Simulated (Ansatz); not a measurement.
**Sn: stress in a strained cell**

Aim: deform Sn (x and y strained by +1 %, z held) and compute stress, forces and field gradients with LAPW, PAW and all-electron datasets made for the crystal.

Computed with Ansatz 0.2.0 (DFT PBE, scalar-relativistic, unless a step's input says otherwise).

1 further run of the same task is left out (set aside as unsound or not needed).

### Step 1. The starting structure

It takes space group Pm-3m (No. 221, cubic). Conventional cell: a = 3.088 Å, b = 3.088 Å, c = 3.088 Å, α = 90.00°, β = 90.00°, γ = 90.00°. Around Sn (site symmetry m-3m) lie 6 Sn at 3.09 Å.

Coordinates:

```
Sn
1.0
     3.08770    0.00000    0.00000
     0.00000    3.08770    0.00000
     0.00000    0.00000    3.08770
Sn
1
Direct
  0.00000 0.00000 0.00000
```

### Step 2. The deformed structure

Space group Pm-3m before, P4/mmm after.

### Step 3. Full-potential LAPW

input.yaml

```yaml
crystal:
  lattice:
    - [3.1185783419, 0.0, 0.0]
    - [0.0, 3.1185783419, 0.0]
    - [0.0, 0.0, 3.0877013286]
  atoms:
    - { symbol: Sn, position: [0.0, 0.0, 0.0] }
kpoints:
  mp_grid: { grid: [14, 14, 14] }
scf:
  occupations: { method: fermi_dirac, width: 0.03 }
hamiltonian:
  xc: pbe
  pseudopotentials: { kind: all_electron, lapw: { basis_error: 0.001 } }
output:
  forces: true
  stress: true
  eigenvalues: true
```

On the command line:

```console
ansatz run input.yaml --threads 1 --pin off --max-ram 2048MiB --backend cpu --events-out ev --progress --plain --runs-dir out
```

### Step 4. PAW on the default files

input.yaml, as its differences from that of step 3:

```diff
@@ -13,3 +13,3 @@
   xc: pbe
-  pseudopotentials: { kind: all_electron, lapw: { basis_error: 0.001 } }
+  pseudopotentials: { kind: paw }
 output:
@@ -18 +18,2 @@
   eigenvalues: true
+  efg: { contact_densities: true }
```

### Step 5. Datasets made for this crystal

input.yaml, as its differences from that of step 4:

```diff
@@ -13,3 +13,3 @@
   xc: pbe
-  pseudopotentials: { kind: paw }
+  pseudopotentials: { kind: all_electron, datasets: crystal }
 output:
```

(Steps that only read results are left out.)

Before running it: what results should come out? Wanted: pressure; largest shear or deviatoric stress.

As calculated:

```
                                 quantity                                              value
                                 pressure  LAPW -0.89, PAW -0.89, crystal datasets -0.89 GPa
largest shear or deviatoric stress (LAPW)                                           0.70 GPa
```

**Reading.** The largest part of the stress beyond the pressure is 0.70 GPa in size, in the zz component. No run of the undeformed cell stands beside it, so the pressure holds what the given cell had before the change. PAW: stress within 0.01 GPa of LAPW. Crystal datasets: stress within 0.01 GPa of LAPW.
